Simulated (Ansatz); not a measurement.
# KNbO₃, space group P4mm: a scan of the Hubbard U

Program: the Python package of Ansatz (0.2.0).

At the Python prompt:
```pycon
>>> import ansatz as az
>>> import numpy as np
>>> def count_gap(report):
...     # lowest empty less highest filled band, counting bands; zero where they overlap
...     return max(report.get("gap_by_band_count_ev") or 0.0, 0.0)
...
>>> cell = (
...     az.Lattice.from_parameters(3.996, 3.996, 4.063, alpha=90, beta=90, gamma=90)
...     .space_group(99, hermann_mauguin="P4mm")
...     .atom("K", (0.0, 0.0, 0.018))
...     .atom("Nb", (0.5, 0.5, 0.5))
...     .atom("O", (0.5, 0.5, 0.044))
...     .atom("O", (0.5, 0.0, 0.54))
... )
>>> len(cell.resolved().sites)
5
>>> job = (
...     cell.calculation()
...     .functional("pbe")
...     .kpoints(4, 4, 4)
...     .occupations(az.OccupationsMethod.FIXED)
...     .band_table()
... )
>>> rows = []
>>> for u in [1.0, 3.0, 5.0, 7.0]:
...     report = job.hubbard("Nb", "d", u_eff=u).run(threads=1).report
...     shell = report["hubbard"]["n_scf"]
...     rows.append((u, count_gap(report), sum(shell) / len(shell), report["n_iterations"]))
...
DeckWarning: basis.ecutwfc = 420 eV, auto-derived from the records' recommended cutoffs: set by K (normal level)
>>> print("      U_eff eV  gap by band count eV  Nb d occupation (projector)      iterations")
      U_eff eV  gap by band count eV  Nb d occupation (projector)      iterations
>>> for row in rows:
...     print(f"{str(row[0]):>14s}  {row[1]:20.3f}  {row[2]:27.4f}  {row[3]:14d}")
...
           1.0                 1.682                       3.1458               9
           3.0                 1.894                       3.0660               9
           5.0                 2.143                       2.9790               9
           7.0                 2.438                       2.8839               9
```

From U = 1 to 7 eV the gap on the mesh goes from 1.68 eV to 2.44 eV.

Notes:
- The run is spin-unpolarised.
- Semilocal gaps usually lie well under measured ones.
- Under fixed occupations the level called the Fermi level is the highest filled one on the SCF mesh; off the mesh a filled band can lie a little above it.
- The structure is a deposited one; some such entries were measured under pressure or heat, so a shift against it needn't be the functional's error alone.
- Levels are Kohn-Sham eigenvalues on this mesh, without spin-orbit coupling.
- Warnings are shown shortened and without file and line.
- Shell occupations and the effect of U depend on the projectors; a run with no .spin step is spin-unpolarised, and each U may end in a state that isn't the lowest.
- Hardware and time: 12 s on 1 thread of Arm Neoverse V2 (shared host), peak memory 0.4 GiB.
